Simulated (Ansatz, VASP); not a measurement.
## One calculation of Tl, two programs

Contents of INCAR:

```
  PREC = Accurate
  ENCUT = 520
  EDIFF = 1E-7
  ISMEAR = 0
  SIGMA = 0.05
  LREAL = F
  LASPH = T
  NELM = 100
  ALGO = Normal
  ISIF = 2
  LWAVE = F
  LCHARG = F
  GGA = PE
  NBANDS = 20
```

The input KPOINTS:

```
regular mesh
0
Gamma
  12 12 6
```

File POSCAR:

```
Tl
1.0
    3.4600006282      0.0000000000      0.0000000000
   -1.7300003141      2.9964484412      0.0000000000
    0.0000000000      0.0000000000      5.5325410045
Tl
2
Direct
    0.3333333333      0.6666666667      0.7500000000
    0.6666666667      0.3333333333      0.2500000000
```

Input for Ansatz:

```yaml
crystal:
  lattice:
    - [3.4600006282, 0.0, 0.0]
    - [-1.7300003141, 2.9964484412, 0.0]
    - [0.0, 0.0, 5.5325410045]
  atoms:
    - { symbol: Tl, position: [0.3333333333, 0.6666666667, 0.75] }
    - { symbol: Tl, position: [0.6666666667, 0.3333333333, 0.25] }
basis:
  ecutwfc: 420
  ecutrho_ratio: 4
kpoints:
  mp_grid: { grid: [12, 12, 6] }
hamiltonian:
  xc: pbe
scf:
  occupations: { method: gaussian, width: 0.05 }
output:
  forces: true
  stress: true
  eigenvalues: true
```

Alike in both runs: task single point; functional PBE; k mesh 12 × 12 × 6; occupations gaussian, width 0.05 eV; no spin polarisation.

|  | VASP | Ansatz |
| --- | --- | --- |
| version | VASP 6.6.1 | Ansatz 0.2.0 |
| potentials or method | VASP PAW PBE potentials, release 64 (Tl_d) | scalar-relativistic, plane waves, PAW |
| plane-wave cutoff (eV) | 520 | 420 |
| valence electrons in the cell | 26 | 26 |

|  | VASP | Ansatz | Ansatz less VASP |
| --- | --- | --- | --- |
| gap on the k mesh at the Fermi level (eV) | none | none | - |
| pressure (GPa) | 3.1 | 3.2 | +0.06 |
| largest component of the traceless stress (GPa) | 0.49 | 0.49 | -0.005 |

A gap of «none» marks a metal or a gap that the smearing closes.

The runs have no spin-orbit coupling, so splittings on Tl are missing.
